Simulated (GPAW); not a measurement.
The system is ZrB2.

```xyz
3
Lattice="3.1700 0.0000 0.0000 -1.5850 2.7453 0.0000 0.0000 0.0000 3.5330" Properties=species:S:1:pos:R:3 pbc="T T T"
Zr    0.0000    0.0000    0.0000
B     1.5850    0.9151    1.7665
B     0.0000    1.8302    1.7665
```

Base run:

* Program: GPAW 26.7.0
* Functional: LDA
* Potentials or basis: the program's PAW data sets (release 1.2.1) made for this functional
* Cutoff: 800 eV
* Basis: pw
* k mesh: 10 × 10 × 8
* Occupations: fermi-dirac, width 0.05 eV
* Spin: no spin polarisation

Its results: pressure -9.8 GPa.

The run is repeated on the same cell with these changes: functional from LDA to RPBE. What comes out?

Pressure 3.7 GPa.

RPBE binds less tightly than LDA, so the same cell stands under more pressure.
